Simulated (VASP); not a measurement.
# GaP (F-43m) in VASP: further runs

One crystal, GaP, is run at these levels: PBE; tasks: single point, relaxation of cell and atoms.

Program: VASP 6.6.1. These are calculated values, not measurements. Logs are shortened: lines on timing, memory, paths and dates and some standing lists are left out, and cuts for length are marked.

**The experiment to reproduce.**

From “Stacking defects in GaP nanowires: Electronic structure and optical properties”, 2018, arxiv:1810.01194, for a bulk crystal of GaP at 10 K: band gap 2.34 eV (indirect).

The results are compared with them further down.

### 1 Starting point

The structure is cubic, space group F-43m (No. 216). The conventional cell has a = 5.505 Å, b = 5.505 Å, c = 5.505 Å, α = 90.00°, β = 90.00°, γ = 90.00°. Ga (site symmetry -43m) is surrounded by 4 P at 2.38 Å. Around P (site symmetry -43m) lie 4 Ga at 2.38 Å.

The cell is a database's computed one.

### 2 Single point, PBE

Input file INCAR:

```
SYSTEM = GaP
PREC = Accurate
ENCUT = 520
EDIFF = 1E-6
ISMEAR = 0
SIGMA = 0.02
LREAL = .FALSE.
LASPH = .TRUE.
NELM = 100
ALGO = Normal
ISIF = 2
LWAVE = .FALSE.
LCHARG = .TRUE.
GGA = PE
LELF = .TRUE.
LVHAR = .TRUE.
NBANDS = 16
```

Input file KPOINTS:

```
regular mesh
0
G
  8 8 8
  0 0 0
```

Input file POSCAR:

```
GaP
1.0
    0.0000000000      2.7525584806      2.7525584806
    2.7525584806      0.0000000000      2.7525584806
    2.7525584806      2.7525584806      0.0000000000
Ga P
1 1
Direct
    0.0000000000      0.0000000000      0.0000000000
    0.2500000000      0.2500000000      0.2500000000
```

Potentials or basis: VASP PAW PBE potentials, release 64 (Ga_d, P).

Run with:

```
> cat potpaw_PBE.64/Ga_d/POTCAR potpaw_PBE.64/P/POTCAR > POTCAR
> mpirun -np 1 vasp_std > vasp.out
```

OUTCAR:

```text
SYSTEM = GaP
   PREC = Accurate
   ENCUT = 520
   EDIFF = 1E-6
   ISMEAR = 0
   LREAL = .FALSE.
   LASPH = .TRUE.
   NELM = 100
   ISIF = 2
   GGA = PE

 ion  position               nearest neighbor table
   1  0.000  0.000  0.000-   2 2.38   2 2.38   2 2.38   2 2.38
   2  0.250  0.250  0.250-   1 2.38   1 2.38   1 2.38   1 2.38

  LATTYP: Found a face centered cubic cell.
 ALAT       =     5.5051169612

  Lattice vectors:

 A1 = (   0.0000000000,   2.7525584806,   2.7525584806)
 A2 = (   2.7525584806,   0.0000000000,   2.7525584806)
 A3 = (   2.7525584806,   2.7525584806,   0.0000000000)

Analysis of symmetry for initial positions (statically):
=====================================================================
 Subroutine PRICEL returns:
 Original cell was already a primitive cell.

 Routine SETGRP: Setting up the symmetry group for a
 face centered cubic supercell.

 Subroutine GETGRP returns: Found 24 space group operations
 (whereof 24 operations were pure point group operations)
 out of a pool of 48 trial point group operations.

The static configuration has the point symmetry T_d .

Analysis of symmetry for dynamics (positions and initial velocities):
=====================================================================
 Subroutine PRICEL returns:
 Original cell was already a primitive cell.

 Routine SETGRP: Setting up the symmetry group for a
 face centered cubic supercell.

 Subroutine GETGRP returns: Found 24 space group operations
 (whereof 24 operations were pure point group operations)
 out of a pool of 48 trial point group operations.

The dynamic configuration has the point symmetry T_d .

 Subroutine INISYM returns: Found 24 space group operations
 (whereof 24 operations are pure point group operations),
 and found     1 'primitive' translations

----------------------------------------------------------------------------------------

                                     Primitive cell

  volume of cell :      41.7099

  direct lattice vectors                    reciprocal lattice vectors
     0.000000000  2.752558481  2.752558481    -0.181649183  0.181649183  0.181649183
     2.752558481  0.000000000  2.752558481     0.181649183 -0.181649183  0.181649183
     2.752558481  2.752558481  0.000000000     0.181649183  0.181649183 -0.181649183

  length of vectors
     3.892705534  3.892705534  3.892705534     0.314625615  0.314625615  0.314625615

  position of ions in fractional coordinates (direct lattice)
     0.000000000  0.000000000  0.000000000
     0.250000000  0.250000000  0.250000000

  ion indices of the primitive-cell ions
   primitive index   ion index
                 1           1
                 2           2

----------------------------------------------------------------------------------------

 KPOINTS: regular mesh

Automatic generation of k-mesh.
 Grid dimensions read from file:
 generate k-points for:    8    8    8

 Generating k-lattice:

  Cartesian coordinates                     Fractional coordinates (reciprocal lattice)
    -0.022706148  0.022706148  0.022706148     0.125000000  0.000000000  0.000000000
     0.022706148 -0.022706148  0.022706148     0.000000000  0.125000000  0.000000000
     0.022706148  0.022706148 -0.022706148     0.000000000  0.000000000  0.125000000

  Length of vectors
     0.039328202  0.039328202  0.039328202

  Shift w.r.t. Gamma in fractional coordinates (k-lattice)
     0.000000000  0.000000000  0.000000000

 Subroutine IBZKPT returns following result:
 ===========================================

 Found     29 irreducible k-points:

 Following reciprocal coordinates:
            Coordinates               Weight
  0.000000  0.000000  0.000000      1.000000
  0.125000  0.000000  0.000000      8.000000
  0.250000  0.000000  0.000000      8.000000
  0.375000  0.000000  0.000000      8.000000
  0.500000  0.000000  0.000000      4.000000
  0.125000  0.125000  0.000000      6.000000
[... 16 lines left out ...]
  0.500000  0.250000  0.125000     48.000000
 -0.375000  0.250000  0.125000     24.000000
 [... further k-points ...]
   k-points           NKPTS =     29   k-points in BZ     NKDIM =     29   number of bands    NBANDS=     16
   number of dos      NEDOS =    301   number of ions     NIONS =      2
   total plane-waves  NPLWV =  27000
   dimension x,y,z NGX =    30 NGY =   30 NGZ =   30
   dimension x,y,z NGXF=    60 NGYF=   60 NGZF=   60
   ions per type =               1   1
   NGX,Y,Z   is equivalent  to a cutoff of  12.81, 12.81, 12.81 a.u.
   NGXF,Y,Z  is equivalent  to a cutoff of  25.62, 25.62, 25.62 a.u.
 SYSTEM =  GaP
   PREC   = accura    normal or accurate (medium, high low for compatibility)
   ISTART =      0    job   : 0-new  1-cont  2-samecut
   ICHARG =      2    charge: 1-file 2-atom 10-const
   ISPIN  =      1    spin polarized calculation?
   LNONCOLLINEAR =      F non collinear calculations
   LSORBIT =      F    spin-orbit coupling
[... 109 lines left out ...]
  band No.  band energies     occupation
      1     -10.2239      2.00000
      2     -10.1294      2.00000
      3     -10.1294      2.00000
      4     -10.0543      2.00000
      5     -10.0543      2.00000
      6      -5.9497      2.00000
[... 8 lines left out ...]
     15      15.9419      0.00000
     16      15.9419      0.00000

 k-point     6 :       0.1250    0.1250    0.0000
  band No.  band energies     occupation
      1     -10.1716      2.00000
      2     -10.1436      2.00000
      3     -10.1436      2.00000
      4     -10.0646      2.00000
      5     -10.0581      2.00000
      6      -7.6599      2.00000
[... 8 lines left out ...]
     15      14.2660      0.00000
     16      14.3386      0.00000

 k-point     7 :       0.2500    0.1250    0.0000
  band No.  band energies     occupation
      1     -10.1926      2.00000
      2     -10.1359      2.00000
      3     -10.1340      2.00000
      4     -10.0673      2.00000
      5     -10.0554      2.00000
      6      -7.2264      2.00000
[... 8 lines left out ...]
     15      14.3342      0.00000
     16      15.3484      0.00000

 k-point     8 :       0.3750    0.1250    0.0000
  band No.  band energies     occupation
      1     -10.2137      2.00000
      2     -10.1298      2.00000
      3     -10.1261      2.00000
      4     -10.0657      2.00000
      5     -10.0529      2.00000
      6      -6.5158      2.00000
[... 8 lines left out ...]
     15      15.0898      0.00000
     16      15.1623      0.00000

 k-point     9 :       0.5000    0.1250    0.0000
  band No.  band energies     occupation
      1     -10.2253      2.00000
      2     -10.1272      2.00000
      3     -10.1234      2.00000
      4     -10.0604      2.00000
      5     -10.0532      2.00000
      6      -5.8720      2.00000
[... 8 lines left out ...]
     15      15.9434      0.00000
     16      16.1230      0.00000
[... 172 lines left out ...]
 k-point    19 :       0.5000    0.3750    0.0000
  band No.  band energies     occupation
      1     -10.2507      2.00000
      2     -10.1013      2.00000
      3     -10.0974      2.00000
      4     -10.0863      2.00000
      5     -10.0442      2.00000
      6      -5.2921      2.00000
[... 8 lines left out ...]
     15      16.2749      0.00000
     16      17.3662      0.00000

 k-point    20 :      -0.3750    0.3750    0.0000
  band No.  band energies     occupation
      1     -10.2433      2.00000
      2     -10.1102      2.00000
      3     -10.1011      2.00000
      4     -10.0779      2.00000
      5     -10.0498      2.00000
      6      -5.1278      2.00000
[... 8 lines left out ...]
     15      14.7018      0.00000
     16      18.7714      0.00000

 k-point    21 :       0.5000    0.5000    0.0000
  band No.  band energies     occupation
      1     -10.2580      2.00000
      2     -10.0929      2.00000
      3     -10.0929      2.00000
      4     -10.0924      2.00000
      5     -10.0414      2.00000
      6      -5.0905      2.00000
[... 8 lines left out ...]
     15      16.6829      0.00000
     16      17.2184      0.00000

 k-point    22 :       0.3750    0.2500    0.1250
  band No.  band energies     occupation
      1     -10.2113      2.00000
      2     -10.1277      2.00000
      3     -10.1241      2.00000
      4     -10.0705      2.00000
      5     -10.0528      2.00000
      6      -6.7050      2.00000
[... 8 lines left out ...]
     15      15.3552      0.00000
     16      16.5826      0.00000

 k-point    23 :       0.5000    0.2500    0.1250
  band No.  band energies     occupation
      1     -10.2253      2.00000
      2     -10.1243      2.00000
      3     -10.1158      2.00000
      4     -10.0686      2.00000
      5     -10.0529      2.00000
      6      -5.9873      2.00000
[... 8 lines left out ...]
     15      15.7332      0.00000
     16      17.0505      0.00000

 k-point    24 :      -0.3750    0.2500    0.1250
  band No.  band energies     occupation
      1     -10.2304      2.00000
      2     -10.1238      2.00000
      3     -10.1129      2.00000
      4     -10.0654      2.00000
      5     -10.0543      2.00000
      6      -5.5609      2.00000
[... 8 lines left out ...]
     15      16.2467      0.00000
     16      16.6887      0.00000

 [... further k-points ...]
[... 5 lines left out ...]
  --------------------------------------------------------------------------------------
  -------------------------------------------------------------------------------------
  Total       -0.0069585     -0.0069585     -0.0069585      0.0000000      0.0000000     -0.0000000
  in kB       -0.2672933     -0.2672933     -0.2672933      0.0000000      0.0000000     -0.0000000
  external PRESSURE =      -0.2672933 kB  Pullay stress =       0.0000000 kB

 VOLUME and BASIS-vectors are now :
 -----------------------------------------------------------------------------
  energy-cutoff  :      520.00
  volume of cell :       41.71
      direct lattice vectors                 reciprocal lattice vectors
     0.000000000  2.752558481  2.752558481    -0.181649183  0.181649183  0.181649183
     2.752558481  0.000000000  2.752558481     0.181649183 -0.181649183  0.181649183
     2.752558481  2.752558481  0.000000000     0.181649183  0.181649183 -0.181649183

 POSITION                                       TOTAL-FORCE (eV/Angst)
 -----------------------------------------------------------------------------------
      0.00000      0.00000      0.00000        -0.000000     -0.000000     -0.000000
      1.37628      1.37628      1.37628         0.000000      0.000000      0.000000
 -----------------------------------------------------------------------------------
    total drift:                                0.000002      0.000002      0.000002

  FREE ENERGIE OF THE ION-ELECTRON SYSTEM (eV)
  ---------------------------------------------------
  free  energy   TOTEN  =        -9.1255810051 eV

  energy  without entropy=       -9.1255810051  energy(sigma->0) =       -9.12558101
```

Wall time 13 s (1 thread of Intel Xeon 6975P-C (Granite Rapids), shared host); peak memory 0.16 GiB.

Results:

```
Free energy            : -9.1256 eV
Pressure               : 0.0 GPa
Band gap on the k mesh : 1.58 eV, direct
```

### 3 Relaxation of cell and atoms, PBE

This run uses another cell than the first one, of 20.25 Å³/atom, 0.971 times its volume.

Input file INCAR:

```
  ALGO = Fast
  EDIFF = 1E-6
  EDIFFG = -0.005
  ENCUT = 600
  GGA = PE
  IBRION = 2
  ISIF = 3
  ISMEAR = 0
  LASPH = T
  LCHARG = F
  LREAL = F
  LWAVE = F
  NELM = 100
  NSW = 100
  PREC = Accurate
  SIGMA = 0.02
```

Input file KPOINTS:

```
k-points
0
Gamma
  8 8 8
```

Input file POSCAR:

```
GaP
1.0
    0.0000000000      2.7258124945      2.7258124945
    2.7258124945      0.0000000000      2.7258124945
    2.7258124945      2.7258124945      0.0000000000
Ga P
1 1
Direct
    0.0000000000      0.0000000000      0.0000000000
    0.2500000000      0.2500000000      0.2500000000
```

Potentials or basis: VASP PAW PBE potentials, release 64 (Ga_d, P).

Run with:

```
> cat potpaw_PBE.64/Ga_d/POTCAR potpaw_PBE.64/P/POTCAR > POTCAR
> mpirun -np 1 vasp_std > vasp.out
```

Wall time 26 s (1 thread of Intel Xeon 6975P-C (Granite Rapids), shared host); peak memory 0.18 GiB.

The run converged. Its results:

```
Free energy                            : -9.1253 eV
Relaxed volume                         : 20.86 Å³/atom
Relaxed cell                           : a = 3.893 Å, b = 3.893 Å, c = 3.893 Å, α = 60.00°, β = 60.00°, γ = 60.00°
Space group after relaxing (to 0.05 Å) : F-43m (No. 216)
Energy gained by relaxing              : 4.4 meV/atom
Ionic steps                            : 3
Pressure after relaxing                : 0.0 GPa
Band gap on the k mesh                 : 1.58 eV, direct
```

The path:
| step | energy change (eV) | largest force (eV/Å) | pressure (GPa) | volume (Å³) |
| --- | --- | --- | --- | --- |
| 1 | 0.0000 | 0.0000 | 2.37 | 40.51 |
| 2 | -0.0070 | 0.0000 | -0.96 | 42.29 |
| 3 | -0.0088 | 0.0000 | -0.01 | 41.72 |

Final structure:
```yaml
crystal:
  lattice:
    - [0.00000, 2.75284, 2.75284]
    - [2.75284, 0.00000, 2.75284]
    - [2.75284, 2.75284, 0.00000]
  atoms:
    - { symbol: Ga, position: [0.00000, 0.00000, 0.00000] }
    - { symbol: P, position: [0.25000, 0.25000, 0.25000] }
```

Levels at points of the mesh, in eV from the valence-band top:
```
           k point  band 7  band 8  band 9  band 10  band 11  band 12
(0.00, 0.00, 0.00)    0.00    0.00    0.00     1.58     3.90     3.90
(0.50, 0.00, 0.00)   -6.46   -1.07   -1.07     1.58     4.73     4.73
(0.50, 0.50, 0.00)   -6.61   -2.58   -2.58     1.72     1.85    10.37
```

A k mesh can miss the band edges.

### 4 Single point, PBE (the perfect crystal in a cell of 32 atoms)

Input file INCAR:

```
ALGO     = Fast           # electronic algorithm
EDIFF    = 1E-7           # SCF threshold, eV
ENCUT    = 520            # plane-wave cutoff, eV
GGA      = PE             # functional
ISIF     = 2              # what is computed and relaxed
ISMEAR   = 0              # smearing method
LASPH    = T              # aspherical terms in the spheres
LCHARG   = F              # write CHGCAR
LREAL    = Auto         
LWAVE    = F              # write WAVECAR
NBANDS   = 166            # bands
NELM     = 100            # most SCF steps
PREC     = Accurate       # precision mode
SIGMA    = 0.02           # smearing width, eV
```

Input file KPOINTS:

```
Automatic mesh
0
Gamma
  2 2 2
  0.5 0.5 0.5
```

Input file POSCAR:

```
GaP
1.0
   -5.5051169613     -5.5051169613      5.5051169613
    5.5051169613     -5.5051169613     -5.5051169613
    5.5051169613      5.5051169613      5.5051169613
Ga P
16 16
Direct
    0.2500000000      0.5000000000      0.2500000000
    0.0000000000      0.5000000000      0.5000000000
    0.5000000000      0.2500000000      0.2500000000
    0.2500000000      0.2500000000      0.5000000000
    0.0000000000      0.2500000000      0.7500000000
    0.7500000000      0.5000000000      0.7500000000
    0.5000000000      0.5000000000      0.0000000000
    1.0000000000      0.7500000000      0.2500000000
    0.7500000000      0.0000000000      0.2500000000
    0.5000000000      0.0000000000      0.5000000000
    0.2500000000      0.0000000000      0.7500000000
    0.0000000000      0.0000000000      0.0000000000
    0.7500000000      0.2500000000      0.0000000000
    0.7500000000      0.7500000000      0.5000000000
    0.5000000000      0.7500000000      0.7500000000
    0.2500000000      0.7500000000      0.0000000000
    0.2500000000      0.7500000000      0.2500000000
    0.0000000000      0.7500000000      0.5000000000
    0.5000000000      0.5000000000      0.2500000000
    0.2500000000      0.5000000000      0.5000000000
    0.0000000000      0.5000000000      0.7500000000
    0.7500000000      0.7500000000      0.7500000000
    0.5000000000      0.7500000000      0.0000000000
    0.0000000000      0.0000000000      0.2500000000
    0.7500000000      0.2500000000      0.2500000000
    0.5000000000      0.2500000000      0.5000000000
    0.2500000000      0.2500000000      0.7500000000
    0.0000000000      0.2500000000      0.0000000000
    0.7500000000      0.5000000000      0.0000000000
    0.7500000000      0.0000000000      0.5000000000
    0.5000000000      0.0000000000      0.7500000000
    0.2500000000      0.0000000000      0.0000000000
```

Run with:

```
> cat potpaw_PBE.64/Ga_d/POTCAR potpaw_PBE.64/P/POTCAR > POTCAR
> mpirun -np 1 vasp_std > vasp.out
```

Wall time 10 min (1 thread of Intel Xeon 6975P-C (Granite Rapids), shared host); peak memory 0.79 GiB.

The run converged. Its results:

```
Free energy            : -146.0417 eV
Pressure               : 0.1 GPa
Band gap on the k mesh : 2.30 eV
```

Levels at points of the mesh, in eV from the valence-band top:
| k point | band 140 | band 141 | band 142 | band 143 | band 144 | band 145 | band 146 | band 147 | band 148 | band 149 |
| --- | --- | --- | --- | --- | --- | --- | --- | --- | --- | --- |
| (0.25, 0.25, 0.25) | -0.02 | -0.02 | -0.02 | -0.02 | -0.02 | 2.67 | 2.67 | 2.67 | 2.67 | 3.09 |

### 5 The runs side by side

| task | cell | k mesh | cutoff (eV) | gap on the mesh (eV) | pressure (GPa) |
| --- | --- | --- | --- | --- | --- |
| single point | F-43m, 20.85 Å³/atom | 8 × 8 × 8 | 520 | 1.58 | 0.0 |
| relaxation of cell and atoms | relaxed | 8 × 8 × 8 | 600 | 1.58 | 0.0 |
| single point | the perfect crystal in a cell of 32 atoms | 2 × 2 × 2, shifted | 520 | 2.30 | 0.1 |

Alike in all rows: level PBE; potentials or basis VASP PAW PBE potentials, release 64 (Ga_d, P); no spin polarisation; smearing gaussian 0.02 eV.

Absolute energies hang on the potentials; compare differences alone.

### 6 Against experiment

Step 2. Measured gap of GaP: 2.34 eV (indirect; 10 K; quoted in “Stacking defects in GaP nanowires: Electronic structure and optical properties”, 2018, arxiv:1810.01194). This calculation gives 1.58 eV (-0.76 eV). Spin-orbit coupling on Ga is left out. The value is that of PBE on a finite k mesh, which can miss the band edges, without temperature or zero-point motion. Semilocal functionals fall short of measured gaps as a rule. The cell is a database's relaxed one, not the measured one, which moves gaps too.
